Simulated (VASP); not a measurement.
The system is Nb.

```xyz
1
Lattice="0.0000 2.1150 2.1150 2.1150 0.0000 2.1150 2.1150 2.1150 0.0000" Properties=species:S:1:pos:R:3 pbc="T T T"
Nb    0.0000    0.0000    0.0000
```

This isn't the form of Nb at room conditions, which is bcc.

| Property | Result |
| --- | --- |
| Program | VASP 6.6.1 |
| Task | relaxation of cell and atoms |
| Functional | PBEsol |
| Potentials or basis | VASP PAW PBE potentials, release 64 (Nb_sv) |
| Cutoff | 600 eV |
| k mesh | 10 × 10 × 10 |
| Occupations | fermi-dirac, width 0.05 eV |
| Spin | no spin polarisation |

At the start: pressure -7.2 GPa; volume 18.92 Å³/atom.

**Question.** Where does the relaxation end?

**Answer.** Over 6 steps the energy falls by 18.6 meV/atom and the volume is 18.13 Å³/atom (-4.2 %); space group Fm-3m (No. 225, to 0.05 Å).

The path:
```csv
step,energy change (eV),largest force (eV/Å),pressure (GPa),volume (Å³)
1,0.0000,0.0000,-7.16,18.92
2,0.0523,0.0000,17.09,16.70
3,-0.0186,0.0000,-0.18,18.14
4,-0.0186,0.0000,-0.09,18.12
5,-0.0186,0.0000,0.09,18.11
6,-0.0186,0.0000,-0.01,18.13
```

Final structure:
```
Nb
1.0
     0.00000    2.08498    2.08498
     2.08498    0.00000    2.08498
     2.08498    2.08498    0.00000
Nb
1
Direct
  0.00000 0.00000 0.00000
```

Caveat: the PAW data sets were made with another functional, which shifts forces and pressure a little.
